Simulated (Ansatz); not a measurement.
Crystal: Ru.

```xyz
2
Lattice="2.7058 0.0000 0.0000 -1.3529 2.3433 0.0000 0.0000 0.0000 4.2819" Properties=species:S:1:pos:R:3 pbc="T T T"
Ru    1.3529    0.7811    3.2114
Ru    0.0000    1.5622    1.0705
```

```yaml
Program: Ansatz 0.2.0
Task: relaxation of cell and atoms
Functional: PBEsol
Potentials_or_basis: Ansatz PAW
Cutoff: "420 eV (not typed: the program's choice for these potentials)"
k_mesh: 11 × 11 × 6
Occupations: fermi-dirac, width 0.05 eV
Spin: no spin polarisation
```

At the start: volume 13.57 Å³/atom.

**Question.** Where does the relaxation end?

**Answer.** It ends after 4 steps and the volume is 13.32 Å³/atom (-1.9 %); space group P6_3/mmc (No. 194, to 0.05 Å).

The path:
| step | energy change (eV) | largest force (eV/Å) | volume (Å³) |
| --- | --- | --- | --- |
| 1 | 0.0000 | 0.0000 | 27.15 |
| 2 | -0.0101 | 0.0000 | 26.66 |
| 3 | -0.0101 | 0.0000 | 26.65 |
| 4 | -0.0099 | 0.0000 | 26.65 |

Final structure:
```xyz
2
Lattice="2.6893 0.0000 0.0000 -1.3447 2.3290 0.0000 0.0000 0.0000 4.2542" Properties=species:S:1:pos:R:3 pbc="T T T"
Ru    1.3447    0.7763    3.1906
Ru    0.0000    1.5527    1.0635
```

Caveat: the plane-wave basis is chosen anew once the cell has moved, so the energies of steps on either side of that aren't comparable; the PAW data sets come from PBE, with cores solved anew for the run's functional, which leaves a small shift of forces and pressure.
